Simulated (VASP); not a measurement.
# AlAu (Pm-3m) in VASP: single point with r2SCAN

Aim: the single point of AlAu with r2SCAN.

Program: VASP 6.6.1. These are calculated values, not measurements. Logs are shortened: lines on timing, memory, paths and dates and some standing lists are left out, and cuts for length are marked.

**1. The structure**

The structure is cubic, space group Pm-3m (No. 221). The conventional cell has a = 3.224 Å, b = 3.224 Å, c = 3.224 Å, α = 90.00°, β = 90.00°, γ = 90.00°. Al (site symmetry m-3m) has 8 Au at 2.79 Å as nearest neighbours. Au (site symmetry m-3m) has 8 Al at 2.79 Å as nearest neighbours.

The cell comes from a database or a generator and needn't be the stable form of this composition.

**2. Single point, r2SCAN**

The input, POSCAR:

```
AlAu
1.0
    3.2239420000      0.0000000000      0.0000000000
    0.0000000000      3.2239420000      0.0000000000
    0.0000000000      0.0000000000      3.2239420000
Al Au
1 1
Direct
    0.0000000000      0.0000000000      0.0000000000
    0.5000000000      0.5000000000      0.5000000000
```

The input, INCAR.step1:

```
SYSTEM = AlAu
  ALGO = Normal
  EDIFF = 1E-4
  ENCUT = 520
  GGA = PE
  ISMEAR = 1
  LASPH = .True.
  LCHARG = .False.
  LREAL = .False.
  LWAVE = .True.
  NBANDS = 14
  NELM = 100
  PREC = Accurate
  SIGMA = 0.15
```

The input, INCAR.step2:

```
SYSTEM = AlAu
  ALGO = Normal
  EDIFF = 1E-6
  ENCUT = 520
  ISIF = 2
  ISMEAR = 1
  ISTART = 1
  LASPH = .True.
  LCHARG = .False.
  LMIXTAU = .True.
  LREAL = .False.
  LWAVE = .False.
  METAGGA = R2SCAN
  NBANDS = 14
  NELM = 100
  PREC = Accurate
  SIGMA = 0.15
```

The input, KPOINTS:

```
k-points
0
Gamma
  4 4 4
  0 0 0
```

Potentials or basis: VASP PAW PBE potentials, release 64 (Al, Au).

Launch:

```console
$ cat potpaw_PBE.64/Al/POTCAR potpaw_PBE.64/Au/POTCAR > POTCAR
$ cp INCAR.step1 INCAR
$ mpirun -np 1 vasp_std > vasp.out
$ cp INCAR.step2 INCAR
$ mpirun -np 1 vasp_std > vasp.out
```

OUTCAR:

```text
SYSTEM = AlAu
   EDIFF = 1E-6
   ENCUT = 520
   ISIF = 2
   ISMEAR = 1
   ISTART = 1
   LASPH = .True.
   LREAL = .False.
   METAGGA = R2SCAN
   NELM = 100
   PREC = Accurate

 ion  position               nearest neighbor table
   1  0.000  0.000  0.000-   2 2.79   2 2.79   2 2.79   2 2.79   2 2.79   2 2.79   2 2.79   2 2.79

   2  0.500  0.500  0.500-   1 2.79   1 2.79   1 2.79   1 2.79   1 2.79   1 2.79   1 2.79   1 2.79

  LATTYP: Found a simple cubic cell.
 ALAT       =     3.2239420000

  Lattice vectors:

 A1 = (   3.2239420000,   0.0000000000,   0.0000000000)
 A2 = (   0.0000000000,   3.2239420000,   0.0000000000)
 A3 = (   0.0000000000,   0.0000000000,   3.2239420000)

Analysis of symmetry for initial positions (statically):
=====================================================================
 Subroutine PRICEL returns:
 Original cell was already a primitive cell.

 Routine SETGRP: Setting up the symmetry group for a
 simple cubic supercell.

 Subroutine GETGRP returns: Found 48 space group operations
 (whereof 48 operations were pure point group operations)
 out of a pool of 48 trial point group operations.

The static configuration has the point symmetry O_h .

Analysis of symmetry for dynamics (positions and initial velocities):
=====================================================================
 Subroutine PRICEL returns:
 Original cell was already a primitive cell.

 Routine SETGRP: Setting up the symmetry group for a
 simple cubic supercell.

 Subroutine GETGRP returns: Found 48 space group operations
 (whereof 48 operations were pure point group operations)
 out of a pool of 48 trial point group operations.

The dynamic configuration has the point symmetry O_h .

 Subroutine INISYM returns: Found 48 space group operations
 (whereof 48 operations are pure point group operations),
 and found     1 'primitive' translations

----------------------------------------------------------------------------------------

                                     Primitive cell

  volume of cell :      33.5090

  direct lattice vectors                    reciprocal lattice vectors
     3.223942000  0.000000000  0.000000000     0.310179277  0.000000000  0.000000000
     0.000000000  3.223942000  0.000000000     0.000000000  0.310179277  0.000000000
     0.000000000  0.000000000  3.223942000     0.000000000  0.000000000  0.310179277

  length of vectors
     3.223942000  3.223942000  3.223942000     0.310179277  0.310179277  0.310179277

  position of ions in fractional coordinates (direct lattice)
     0.000000000  0.000000000  0.000000000
     0.500000000  0.500000000  0.500000000

  ion indices of the primitive-cell ions
   primitive index   ion index
                 1           1
                 2           2

----------------------------------------------------------------------------------------

 KPOINTS: k-points

Automatic generation of k-mesh.
 Grid dimensions read from file:
 generate k-points for:    4    4    4

 Generating k-lattice:

  Cartesian coordinates                     Fractional coordinates (reciprocal lattice)
     0.077544819  0.000000000  0.000000000     0.250000000  0.000000000  0.000000000
     0.000000000  0.077544819  0.000000000     0.000000000  0.250000000  0.000000000
     0.000000000  0.000000000  0.077544819     0.000000000  0.000000000  0.250000000

  Length of vectors
     0.077544819  0.077544819  0.077544819

  Shift w.r.t. Gamma in fractional coordinates (k-lattice)
     0.000000000  0.000000000  0.000000000

 Subroutine IBZKPT returns following result:
 ===========================================

 Found     10 irreducible k-points:

 Following reciprocal coordinates:
            Coordinates               Weight
  0.000000  0.000000  0.000000      1.000000
  0.250000  0.000000  0.000000      6.000000
  0.500000  0.000000  0.000000      3.000000
  0.250000  0.250000  0.000000     12.000000
  0.500000  0.250000  0.000000     12.000000
  0.500000  0.500000  0.000000      3.000000
  0.250000  0.250000  0.250000      8.000000
  0.500000  0.250000  0.250000     12.000000
  0.500000  0.500000  0.250000      6.000000
  0.500000  0.500000  0.500000      1.000000
   k-points           NKPTS =     10   k-points in BZ     NKDIM =     10   number of bands    NBANDS=     14
   number of dos      NEDOS =    301   number of ions     NIONS =      2
   total plane-waves  NPLWV =  13824
   dimension x,y,z NGX =    24 NGY =   24 NGZ =   24
   dimension x,y,z NGXF=    48 NGYF=   48 NGZF=   48
   ions per type =               1   1
   NGX,Y,Z   is equivalent  to a cutoff of  12.38, 12.38, 12.38 a.u.
   NGXF,Y,Z  is equivalent  to a cutoff of  24.75, 24.75, 24.75 a.u.
 SYSTEM =  AlAu
   PREC   = accura    normal or accurate (medium, high low for compatibility)
   ISTART =      1    job   : 0-new  1-cont  2-samecut
   ICHARG =      0    charge: 1-file 2-atom 10-const
   ISPIN  =      1    spin polarized calculation?
   LNONCOLLINEAR =      F non collinear calculations
   LSORBIT =      F    spin-orbit coupling
   LASPH  =      T    aspherical Exc in radial PAW
   ENCUT  =  520.0 eV  38.22 Ry    6.18 a.u.   5.99  5.99  5.99*2*pi/ulx,y,z
   NELM   =    100;   NELMIN=  2; NELMDL=  0     # of ELM steps
   EDIFF  = 0.1E-05   stopping-criterion for ELM
   LREAL  =      F    real-space projection
   EDIFFG = 0.1E-04   stopping-criterion for IOM
   NSW    =      0    number of steps for IOM
   IBRION =     -1    ionic relax: 0-MD 1-quasi-New 2-CG
   NFREE  =      0    steps in history (QN), initial steepest desc. (CG)
   ISIF   =      2    stress and relaxation
   ISYM   =      2    0-nonsym 1-usesym 2-fastsym
   POTIM  = 0.5000    time-step for ionic-motion
   TEBEG  =    0.0;   TEEND  =   0.0 temperature during run
   PSTRESS=    0.0 pullay stress
   NELECT =      14.0000    total number of electrons
   NUPDOWN=      -1.0000    fix difference up-down
   EMIN   =  10.00;   EMAX   =-10.00  energy-range for DOS
   EFERMI =   0.00;   METHOD = LEGACY
   ISMEAR =     1;   SIGMA  =   0.15  broadening in eV -4-tet -1-fermi 0-gaus
   EFERMI_NEDOS =   21; number of points for ismear=-14 and -15
   IALGO  =     38    algorithm
   IMIX   =      4    mixing-type and parameters
     AMIX     =   0.40;   BMIX     =  1.00
     AMIX_MAG =   1.60;   BMIX_MAG =  1.00
  volume/ion in A,a.u.               =      16.75       113.06
  Fermi-wavevector in a.u.,A,eV,Ry     =   1.223856  2.312752 20.379123  1.497823
  Thomas-Fermi vector in A             =   2.358952
   LORBIT       =      0    0 simple, 1 ext, 2 COOP (PROOUT), +10 PAW based schemes
   METAGGA = R2SCAN    functional components
   LHFCALC =     F    Hartree Fock is set to
   AEXX    =    0.0000 exact exchange contribution
   IVDW    =     0    specifies the selected vdW correction
   LEPSILON=     F    determine dielectric tensor
   LRPA    =     F    only Hartree local field effects (RPA)
 non-spin polarized calculation
 Methfessel and Paxton  Order N= 1 SIGMA  =   0.15
  energy-cutoff  :      520.00
  volume of cell :       33.51
 maximum number of plane-waves:       920
 NGX is ok and might be reduce to    24
   NGX = 11   NGY = 11   NGZ = 11

 number of electron      14.0000002 magnetization

 Free energy of the ion-electron system (eV)
  ---------------------------------------------------
  ext. energy  EPLUGINS =         0.00000000
  ---------------------------------------------------
  free energy    TOTEN  =       -57.72814833 eV

  energy without entropy =      -57.72682613  energy(sigma->0) =      -57.72770760

 E-fermi :   9.7394     XC(G=0): -12.4569

 val. band max:        9.4920330135   @ k =   0.5000   0.5000   0.5000
 cond. band min:       9.8286197550   @ k =   0.2500   0.2500   0.0000
 fundamental gap:      0.3365867416
 Fermi energy:         9.7394111623

 k-point     1 :       0.0000    0.0000    0.0000
  band No.  band energies     occupation
      1      -2.4152      2.00000
      2       2.5544      2.00000
      3       2.5544      2.00000
      4       4.5061      2.00000
      5       4.5061      2.00000
      6       4.5061      2.00000
      7      12.5447     -0.00000
      8      12.5447     -0.00000
      9      12.5447     -0.00000
     10      16.9901      0.00000
     11      17.1806      0.00000
     12      17.1806      0.00000
     13      27.0967      0.00000
     14      27.0967      0.00000

 k-point     2 :       0.2500    0.0000    0.0000
  band No.  band energies     occupation
      1      -1.3714      2.00000
      2       2.7349      2.00000
      3       2.8097      2.00000
      4       4.0069      2.00000
      5       4.0069      2.00000
      6       4.5647      2.00000
      7       8.3188      2.00000
      8      14.0543      0.00000
      9      14.0543      0.00000
     10      16.3280      0.00000
     11      17.6087      0.00000
     12      22.2505      0.00000
     13      22.2505      0.00000
     14      22.5717      0.00000

 k-point     3 :       0.5000    0.0000    0.0000
  band No.  band energies     occupation
      1       0.7674      2.00000
      2       1.9735      2.00000
      3       2.9278      2.00000
      4       3.5856      2.00000
      5       3.5856      2.00000
      6       4.6244      2.00000
      7       5.9528      2.00000
      8      15.5228      0.00000
      9      17.1350      0.00000
     10      17.1350      0.00000
     11      18.0279      0.00000
     12      18.0279      0.00000
     13      19.4442      0.00000
     14      19.7419      0.00000
[... 86 lines left out ...]
 k-point     9 :       0.5000    0.5000    0.2500
  band No.  band energies     occupation
      1       1.4704      2.00000
      2       2.6165      2.00000
      3       2.6165      2.00000
      4       3.8850      2.00000
      5       5.3537      2.00000
      6       7.9151      2.00000
      7       7.9151      2.00000
      8       8.5337      2.00000
      9      10.1048     -0.00307
     10      14.5187      0.00000
     11      16.7011      0.00000
     12      16.7011      0.00000
     13      17.5033      0.00000
     14      26.5912      0.00000

 k-point    10 :       0.5000    0.5000    0.5000
  band No.  band energies     occupation
      1       1.9638      2.00000
      2       1.9638      2.00000
      3       1.9638      2.00000
      4       5.3774      2.00000
      5       5.3774      2.00000
      6       9.4920      2.04162
      7      10.4955     -0.00000
      8      10.4955     -0.00000
      9      10.4955     -0.00000
     10      11.8091     -0.00000
     11      13.2451      0.00000
     12      13.2451      0.00000
     13      13.2451      0.00000
     14      31.9239      0.00000

------------------------ aborting loop because EDIFF is reached ----------------------------------------

  FORCE on cell =-STRESS in cart. coord.  units (eV):
  Direction    XX          YY          ZZ          XY          YZ          ZX
  --------------------------------------------------------------------------------------
  -------------------------------------------------------------------------------------
  Total       -1.4437516     -1.4437516     -1.4437516      0.0000000     -0.0000000      0.0000000
  in kB      -69.0305583    -69.0305583    -69.0305583      0.0000000     -0.0000000      0.0000000
  external PRESSURE =     -69.0305583 kB  Pullay stress =       0.0000000 kB

 VOLUME and BASIS-vectors are now :
 -----------------------------------------------------------------------------
  energy-cutoff  :      520.00
  volume of cell :       33.51
      direct lattice vectors                 reciprocal lattice vectors
     3.223942000  0.000000000  0.000000000     0.310179277  0.000000000  0.000000000
     0.000000000  3.223942000  0.000000000     0.000000000  0.310179277  0.000000000
     0.000000000  0.000000000  3.223942000     0.000000000  0.000000000  0.310179277

 POSITION                                       TOTAL-FORCE (eV/Angst)
 -----------------------------------------------------------------------------------
      0.00000      0.00000      0.00000         0.000000      0.000000      0.000000
      1.61197      1.61197      1.61197         0.000000      0.000000      0.000000
 -----------------------------------------------------------------------------------
    total drift:                                0.000000     -0.000000     -0.000000

  FREE ENERGIE OF THE ION-ELECTRON SYSTEM (eV)
  ---------------------------------------------------
  free  energy   TOTEN  =       -57.7281483339 eV

  energy  without entropy=      -57.7268261281  energy(sigma->0) =      -57.72770760
```

It took 11 s on 1 thread of Intel Xeon Platinum 8488C (Sapphire Rapids), shared host; peak memory 0.14 GiB.

What came out:

| Item | Value |
| --- | --- |
| Free energy | -57.7281 eV |
| Pressure | -6.9 GPa |
| Band gap on the k mesh | none (metal or under the smearing width) |

Caveat: the k mesh is coarse (spacing up to 0.49 Å⁻¹), so the values aren't converged; the PAW data sets were made with another functional, which shifts forces and pressure a little. The run has no spin-orbit coupling, so splittings on Au are missing.
